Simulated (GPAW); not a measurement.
InAs, 2 atoms in the cell. Symmetry: F-43m, No. 216, cubic system. The conventional cell has a = 6.036 Å, b = 6.036 Å, c = 6.036 Å, α = 90.00°, β = 90.00°, γ = 90.00°. Around In (site symmetry -43m) lie 4 As at 2.61 Å. As (site symmetry -43m) is surrounded by 4 In at 2.61 Å. 

| Item | Value |
| --- | --- |
| Program | GPAW 26.7.0 |
| Task | single point |
| Functional | PBE |
| Potentials or basis | GPAW PAW data sets (gpaw-data 1.2.1) |
| Cutoff | 900 eV |
| Basis | pw |
| k mesh | 6 × 6 × 6 |
| Occupations | fermi-dirac, width 0.05 eV |
| Spin | no spin polarisation |
| Maxiter | 75 |

Potentials or basis: GPAW PAW data sets (gpaw-data 1.2.1), pw.

Run with:

```sh
$ OMP_NUM_THREADS=1 python run.py
```

Hardware: 1 thread of Arm Neoverse V1, on a shared host.

Estimate the wall time of this run.

It took 20 s on 1 thread of Arm Neoverse V1 (shared host), peak memory 0.18 GiB. Counts: scf iterations 9, plane waves 3393, bands 18, k points 16.
